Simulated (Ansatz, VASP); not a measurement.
RbBr: VASP beside Ansatz

```
Rb Br
1.0
     4.07017    0.00000    0.00000
     0.00000    4.07017    0.00000
     0.00000    0.00000    4.07017
Rb Br
1 1
Direct
  0.00000 0.90077 0.98015
  0.50000 0.60614 0.52123
```

Change from the starting cell: mode 5 frozen in at -0.432 Å and mode 6 at -0.086 Å (largest displacements).

Alike in both runs: task single point; functional PBEsol; k mesh 6 × 6 × 6; occupations gaussian, width 0.05 eV; no spin polarisation.

|  | VASP | Ansatz |
| --- | --- | --- |
| version | VASP 6.6.1 | Ansatz 0.2.0 |
| potentials or method | VASP PAW PBE potentials, release 64 (Rb_sv, Br) | scalar-relativistic, plane waves, PAW |
| plane-wave cutoff (eV) | 520 | 420 |
| valence electrons in the cell | 16 | 16 |

Ansatz gave:

```
gap on the k mesh at the Fermi level (eV)       : 4.06
least direct gap on the mesh (eV)               : 4.25
pressure (GPa)                                  : 4.1
largest component of the traceless stress (GPa) : 2.02
rms of the force components (eV/Å)              : 0.571
```

Problem. What did VASP give for the same quantities?

Solution. gap on the k mesh at the Fermi level (eV): 4.05; least direct gap on the mesh (eV): 4.25; pressure (GPa): 4.2; largest component of the traceless stress (GPa): 2.07; rms of the force components (eV/Å): 0.580.

Atom by atom the forces differ by 0.009 eV/Å (rms over components).

Caveats: the PAW data sets were made with another functional, which shifts forces and pressure a little (VASP). A k mesh can miss the band edges.
